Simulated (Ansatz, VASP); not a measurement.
**One calculation of Sn, two programs**

INCAR

```
SYSTEM = Sn
PREC     = Accurate       ! precision mode
ENCUT    = 520            ! plane-wave cutoff, eV
EDIFF    = 1E-6           ! SCF threshold, eV
ISMEAR   = -1             ! smearing method
SIGMA    = 0.08           ! smearing width, eV
LREAL    = .False.        ! projectors in reciprocal space
LASPH    = .True.         ! aspherical terms in the spheres
NELM     = 80             ! most SCF steps
ALGO     = Normal         ! electronic algorithm
ISIF     = 2              ! what is computed and relaxed
LWAVE    = .False.        ! write WAVECAR
LCHARG   = .False.        ! write CHGCAR
GGA      = PE             ! functional
NBANDS   = 13             ! bands
```

File KPOINTS:

```
Automatic mesh
0
Gamma
  12 12 12
  0 0 0
```

Contents of POSCAR:

```
Sn
1.0
    2.9156809177      0.0000000000      0.0000000000
    0.0000000000      2.9156809177      0.0000000000
    0.0000000000      0.0000000000      2.9156809177
Sn
1
Direct
    0.0000000000      0.0000000000      0.0000000000
```

Input for Ansatz:

```yaml
crystal:
  lattice:
    - [2.9156809177, 0.0, 0.0]
    - [0.0, 2.9156809177, 0.0]
    - [0.0, 0.0, 2.9156809177]
  atoms:
    - { symbol: Sn, position: [0.0, 0.0, 0.0] }
kpoints:
  mp_grid: { grid: [12, 12, 12] }
scf:
  occupations: { method: fermi_dirac, width: 0.08 }
hamiltonian:
  xc: pbe
  pseudopotentials: { kind: all_electron, lapw: { basis_error: 0.001 } }
output:
  forces: true
  stress: true
  eigenvalues: true
  populations: true
```

Change from the starting cell: volume scaled by 0.84, LAPW.

Alike in both runs: task single point; functional PBE; k mesh 12 × 12 × 12; occupations fermi-dirac, width 0.08 eV; no spin polarisation.

|  | VASP | Ansatz |
| --- | --- | --- |
| version | VASP 6.6.1 | Ansatz 0.2.0 |
| potentials or method | VASP PAW PBE potentials, release 64 (Sn_d) | all-electron LAPW, scalar-relativistic |
| plane-wave cutoff (eV) | 520 | see its input |

|  | VASP | Ansatz | Ansatz less VASP |
| --- | --- | --- | --- |
| pressure (GPa) | 12.0 | 12.1 | +0.11 |

Ansatz ran all-electron here, so the differences hold the error of VASP's frozen core and of both bases.
